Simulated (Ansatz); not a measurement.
Eu under changes of volume

One of the cells (48.859 Å³/atom); the others are scaled copies at fixed shape and fractional positions:

```
Eu
1.0
    -2.30300    2.30300    2.30300
     2.30300   -2.30300    2.30300
     2.30300    2.30300   -2.30300
Eu
1
Direct
  0.00000 0.00000 0.00000
```

* Program: Ansatz 0.2.0
* Functional: PBE
* Potentials or basis: Ansatz PAW
* Cutoff: 420 eV (not typed: the program's choice for these potentials)
* k mesh: 8 × 8 × 8
* Occupations: fermi-dirac, width 0.05 eV
* Spin: collinear spin, ferromagnetic start
* Starting moments: [7.0] μB

```csv
volume (Å³/atom),energy over the lowest point (meV/atom),pressure (GPa),moment (μB per cell)
45.927,0.00,-1.0,7.30
46.904,7.32,-1.2,7.33
47.882,15.59,-1.4,7.35
48.859,24.77,-1.6,7.37
49.836,34.89,-1.7,7.38
50.813,45.87,-1.9,7.39
51.790,?,?,?
```

**Question.** What does the run at 51.790 Å³/atom give?

**Answer.** Energy over the lowest point 57.75 meV/atom; pressure -2.0 GPa; moment 7.40 μB per cell.

Worked out: A Birch-Murnaghan fit of order 3 (a polynomial in V^(-2/3)) to the other rows has no minimum within the range. It gives 57.72 meV/atom at 51.790 Å³/atom, against the run's 57.75, and -dE/dV = -2.0 GPa, against -2.0. A parabola through the other rows of the moment, of slope 0.000229 μB per Å³/atom there, extrapolates to 7.39 μB, against the run's 7.40.

Energies are extrapolated to zero smearing.
